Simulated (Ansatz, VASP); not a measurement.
BeS in VASP and in Ansatz

```
CELL_PARAMETERS angstrom
0.00000 2.43423 2.43423
2.43423 0.00000 2.43423
2.43423 2.43423 0.00000
ATOMIC_POSITIONS crystal
Be 0.00000 0.00000 0.00000
S 0.25000 0.25000 0.25000
```

Alike in both runs: functional r2SCAN; k mesh 10 × 10 × 10; occupations fermi-dirac, width 0.02 eV; no spin polarisation.

Ansatz relaxed the structure, and its values are those at the end. VASP's run is a single point on that final structure, the one shown.

|  | VASP | Ansatz |
| --- | --- | --- |
| version | VASP 6.6.1 | Ansatz 0.2.0 |
| potentials or method | VASP PAW PBE potentials, release 64 (Be, S) | PAW with Ansatz's default frozen-core files, scalar-relativistic |
| plane-wave cutoff (eV) | 520 | 500 |
| valence electrons in the cell | 8 | 8 |

```tsv
	VASP	Ansatz	Ansatz less VASP
gap on the k mesh at the Fermi level (eV)	3.60	3.59	-0.009
pressure (GPa)	0.3	0.0	-0.27
```

Caveats: the PAW data sets were made with another functional, which shifts forces and pressure a little (VASP). A k mesh can miss the band edges.
